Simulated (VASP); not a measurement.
The system is Te2Pt.

```
CELL_PARAMETERS angstrom
3.89936 0.00000 0.00000
-1.94968 3.37695 0.00000
0.00000 0.00000 6.23898
ATOMIC_POSITIONS crystal
Pt 0.00000 0.00000 0.00000
Te 0.33333 0.66667 0.25000
Te 0.66667 0.33333 0.75000
```

The cell was built by a generator and isn't the measured one.

The cell isn't the ideal one: cell and atoms relaxed from a first guess.

* Program: VASP 6.6.1
* Task: relaxation of cell and atoms
* Functional: PBE
* Potentials or basis: VASP PAW PBE potentials, release 64 (Pt, Te)
* Cutoff: 600 eV
* k mesh: 10 × 10 × 6
* Occupations: fermi-dirac, width 0.05 eV
* Spin: no spin polarisation

At the start: pressure -0.8 GPa; volume 27.38 Å³/atom.

How do energy, volume and symmetry change on relaxing?

Over 35 steps the energy falls by 84.1 meV/atom and the volume is 25.88 Å³/atom (-5.5 %); space group P-3m1 (No. 164, to 0.05 Å).

The path:
| step | energy change (eV) | largest force (eV/Å) | pressure (GPa) | volume (Å³) |
| --- | --- | --- | --- | --- |
| 1 | 0.0000 | 0.8604 | -0.81 | 82.15 |
| 2 | -0.1572 | 0.1687 | 1.86 | 80.42 |
| 3 | -0.1830 | 0.2859 | 3.44 | 79.45 |
| 4 | -0.2246 | 0.0621 | -1.37 | 83.22 |
| 5 | -0.2311 | 0.1110 | -0.18 | 82.18 |
| 6 | -0.2311 | 0.1102 | -0.23 | 82.23 |
| 7 | -0.2325 | 0.1145 | -0.22 | 82.02 |
| 8 | -0.2365 | 0.1288 | -0.16 | 81.39 |
| 9 | -0.2431 | 0.1592 | 0.00 | 80.12 |
| 10 | -0.2470 | 0.2067 | 0.55 | 77.53 |
| 11 | -0.2476 | 0.2008 | 0.38 | 78.22 |
| 12 | -0.2492 | 0.1427 | 0.09 | 78.20 |
| 13 | -0.2502 | 0.0246 | -0.50 | 78.14 |
| 14 | -0.2503 | 0.0474 | -0.38 | 78.15 |
| 15 | -0.2513 | 0.0326 | -0.24 | 77.86 |
| 16 | -0.2521 | 0.0052 | 0.11 | 77.30 |
| 17 | -0.2521 | 0.0095 | 0.09 | 77.36 |
| 18 | -0.2521 | 0.0100 | 0.07 | 77.38 |
| 19 | -0.2521 | 0.0028 | 0.00 | 77.44 |
| 20 | -0.2522 | 0.0185 | -0.09 | 77.53 |
| 21 | -0.2522 | 0.0179 | -0.05 | 77.51 |
| 22 | -0.2523 | 0.0162 | 0.03 | 77.49 |
| 23 | -0.2523 | 0.0156 | 0.02 | 77.49 |
| 24 | -0.2523 | 0.0158 | 0.01 | 77.49 |
| 25 | -0.2523 | 0.0158 | 0.01 | 77.49 |
| 26 | -0.2523 | 0.0158 | 0.01 | 77.49 |
| 27 | -0.2523 | 0.0136 | 0.03 | 77.50 |
| 28 | -0.2523 | 0.0075 | 0.04 | 77.53 |
| 29 | -0.2523 | 0.0045 | 0.05 | 77.59 |
| 30 | -0.2523 | 0.0012 | 0.01 | 77.64 |
| 31 | -0.2523 | 0.0010 | -0.02 | 77.67 |
| 32 | -0.2523 | 0.0006 | -0.03 | 77.66 |
| 33 | -0.2523 | 0.0002 | -0.02 | 77.65 |
| 34 | -0.2523 | 0.0008 | 0.01 | 77.64 |
| 35 | -0.2523 | 0.0003 | -0.01 | 77.65 |

Final structure:
```
Pt Te
1.0
     4.08846    0.00000    0.00000
    -2.04423    3.54071    0.00000
     0.00000    0.00000    5.36382
Pt Te
1 2
Direct
  0.00000 0.00000 0.00000
  0.33333 0.66667 0.25368
  0.66667 0.33333 0.74632
```

Caveat: this functional lacks dispersion, which binds the layers, so the pressure and a relaxed spacing across them are unreliable.
